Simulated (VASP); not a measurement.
Wanted: the native input for a VASP 6.6.1 run.

| Quantity | Value |
| --- | --- |
| Task | single point |
| Functional | PBE |
| Potentials or basis | VASP PAW PBE potentials, release 64 (O) |
| Cutoff | 500 eV |
| k mesh | 12 × 12 × 12 |
| Occupations | gaussian, width 0.02 eV |
| Spin | no spin polarisation |
| Further INCAR settings | ALGO = Fast; EDIFF = 1e-07; NBANDS = 13 |

The structure of O lies in POSCAR:

```
O
4.3327
    0.000000000000      0.436191058693      0.899863133843
    0.346613658919      0.000000000000      0.899863133843
    0.346613658919      0.436191058693      0.000000000000
O
2
Direct
    0.5789020000      0.5789020000      0.4210980000
    0.4210980000      0.4210980000      0.5789020000
```

The input as run:

INCAR

```
ALGO = Fast
EDIFF = 1E-7
ENCUT = 500
GGA = PE
ISIF = 2
ISMEAR = 0
LASPH = T
LCHARG = F
LREAL = F
LWAVE = F
NBANDS = 13
NELM = 100
PREC = Accurate
SIGMA = 0.02
```

KPOINTS

```
k-points
0
Gamma
  12 12 12
```

Potentials or basis: VASP PAW PBE potentials, release 64 (O).

The run is started by

```console
$ cat potpaw_PBE.64/O/POTCAR > POTCAR
$ mpirun -np 1 vasp_std > vasp.out
```

Results of the run:

* Pressure: 0.5 GPa
* Largest force: 0.112 eV/Å
* Band gap on the k mesh: none (metal or under the smearing width)

Caveat: the standard files for N, O and F lose accuracy on very short bonds; spin is off for a triplet molecule.

Wall time 29 s on 1 thread of Intel(R) Xeon(R) 6975P-C (Granite Rapids), with other jobs on the host, peak memory 0.17 GiB.
